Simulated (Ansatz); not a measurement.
# Yb: the cost of one run

Computed with Ansatz 0.2.0 (DFT PBE+U (U_eff = 6 eV on Yb 4f), scalar-relativistic, plane waves, PAW, unless a step's input says otherwise).

### 1 Starting point

It takes space group P6_3/mmc (No. 194, hexagonal). The conventional cell has a = 3.856 Å, b = 3.856 Å, c = 6.337 Å, α = 90.00°, β = 90.00°, γ = 120.00°. Around Yb (site symmetry -6m2) lie 12 Yb at 3.86 to 3.87 Å.

As a file:

```
CELL_PARAMETERS angstrom
3.85628 0.00000 0.00000
-1.92814 3.33964 0.00000
0.00000 0.00000 6.33702
ATOMIC_POSITIONS crystal
Yb 0.33333 0.66667 0.25000
Yb 0.66667 0.33333 0.75000
```

An earlier run at PBE+U (U_eff = 6 eV on Yb 4f) left this cell at 40.806 Å³/atom and 0.00 GPa (14×14×8 mesh).

### 2 Field gradients and densities at the nuclei

File input.yaml:

```yaml
crystal:
  lattice:
    - [3.8562810512, 0.0, 0.0]
    - [-1.9281405256, 3.3396373545, 0.0]
    - [0.0, 0.0, 6.3370217713]
  atoms:
    - { symbol: Yb, position: [0.3333333333, 0.6666666667, 0.25] }
    - { symbol: Yb, position: [0.6666666667, 0.3333333333, 0.75] }
basis:
  ecutwfc: 420
  ecutrho_ratio: 4
kpoints:
  mp_grid: { grid: [14, 14, 8] }
hamiltonian:
  xc: pbe
  hubbard: { sites: [{ species: Yb, l: f, u_eff: 6.0 }] }
scf:
  occupations: { method: gaussian, width: 0.05 }
output:
  forces: true
  stress: true
  eigenvalues: true
  populations: true
  hubbard: { sites: [{ species: Yb, l: f }] }
  efg: { contact_densities: true, quadrupole_moments_barn: { Yb: 2.8 } }
```

Command:

```bash
$ ansatz run input.yaml --threads 2 --pin off --max-ram 5120MiB --backend cpu --events-out ev --progress --plain --runs-dir out
```

**Question.** How long does this run take on 2 threads of Arm Neoverse V1, shared host, and how much memory does it need?

About 22 s, with a peak of 0.7 GiB.
